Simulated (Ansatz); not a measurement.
## Is this AlNi3 structure stable?

It was relaxed at this level from a Materials Project cell.

Theory: DFT PBE, scalar-relativistic, plane waves, PAW in Ansatz 0.2.0. The final run on the 4-atom cell used 420 eV, a Γ-centred 14×14×14 mesh, 0.10 eV smearing and no spin polarisation.

```xyz
4
Lattice="0.0000 2.8362 2.8362 2.8362 0.0000 2.8362 2.8362 2.8362 0.0000" Properties=species:S:1:pos:R:3 pbc="T T T"
Al    2.8362    2.8362    2.8362
Ni    1.4181    1.4181    1.4181
Ni    0.0000    0.0000    0.0000
Ni    4.2542    4.2542    4.2542
```

Formation energies are uncorrected and refer to the elements' standard structures at the same level.

Q: These tests were run: energy against the elements; phonons at Γ. What do they show?

A:

| test | result |
| --- | --- |
| energy against the elements | −0.37 eV/atom |
| phonons at Γ | lowest optical mode 178 cm⁻¹ |

It fails none of these tests. Competing phases weren't compared here. Phonons away from Γ weren't computed.

Trial moments died out on the coarse mesh, so the last step has no spin; another magnetic start might hold. The run for the phonons used a 14×14×14 k mesh and Fermi–Dirac smearing of 0.15 eV. Another cell of AlNi3 relaxed alike but with spin, in Pm-3m (a Materials Project cell), lies 58 meV/atom lower, so this cell isn't the stable form at this level.
